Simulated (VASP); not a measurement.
Runs of VASP 6.6.1 on ZrS2. Symmetry: P-3m1, No. 164, trigonal system. Conventional cell: a = 3.691 Å, b = 3.691 Å, c = 6.041 Å, α = 90.00°, β = 90.00°, γ = 120.00°. Zr (site symmetry -3m) is surrounded by 6 S at 2.57 Å. Around S (site symmetry 3m) lie 3 Zr at 2.57 Å. The cell is a database's computed one.

| task | level | potentials or basis | cell | k mesh | cutoff (eV) | mesh quality | gap on the mesh (eV) | pressure (GPa) | relaxed volume (Å³/atom) |
| --- | --- | --- | --- | --- | --- | --- | --- | --- | --- |
| relaxation of cell and atoms | PBEsol | VASP PAW PBE potentials, release 64 (Zr_sv, S) | relaxed | 9 × 9 × 6 | 300 | not flagged | (c) | 0.0 | 21.97 |
| single point | PBEsol | VASP PAW PBE potentials, release 64 (Zr_sv, S) | as given | 9 × 9 × 6 | 520 | not flagged | (a) | -2.5 | - |
| relaxation of cell and atoms | PBEsol | VASP PAW PBE potentials, release 64 (Zr_sv, S) | relaxed | 3 × 3 × 2 | 600 | coarse | 1.10 | 0.0 | 23.06 |
| relaxation of cell and atoms | LDA | VASP PAW LDA potentials, release 64 (Zr_sv, S) | relaxed | 9 × 9 × 6 | 600 | not flagged | 0.51 | 0.0 | 21.11 |
| relaxation of cell and atoms | PBEsol | VASP PAW PBE potentials, release 64 (Zr_sv, S) | relaxed | 9 × 9 × 6 | 580 | not flagged | 0.81 | 0.0 | 22.36 |
| relaxation of cell and atoms | PBEsol | VASP PAW PBE potentials, release 64 (Zr_sv, S) | relaxed | 9 × 9 × 6 | 600 | not flagged | 0.81 | 0.0 | (b) |
| relaxation of cell and atoms | RPBE | VASP PAW PBE potentials, release 64 (Zr_sv, S) | relaxed | 9 × 9 × 6 | 600 | not flagged | 1.29 | 0.0 | 29.86 |

Alike in all rows: no spin polarisation; smearing gaussian 0.02 eV.

Question: Estimate the missing entries.

Answer: (a) 0.99; (b) 22.37; (c) 0.72.

Caveats: some runs use coarse meshes; an odd mesh through Γ misses points on the zone boundary, where band edges often lie; the PAW data sets were made with another functional, which shifts forces and pressure a little (some runs); this functional lacks dispersion, which binds the layers, so the pressure and a relaxed spacing across them are unreliable (some runs); the cutoff is under 1.25 times the usual one of these potentials, so pressure, stress and relaxed cells hold a basis-set (Pulay) error (some runs); the volume moved by over 15 % at a fixed basis, so the end points are rough (some runs); this functional lacks dispersion, which binds the layers, so the pressure and a relaxed spacing across them are unreliable, and here the layers came unbound (some runs).

A k mesh can miss the band edges, and the runs leave out spin-orbit coupling on Zr.

Runs at the PBE level aren't shown here.
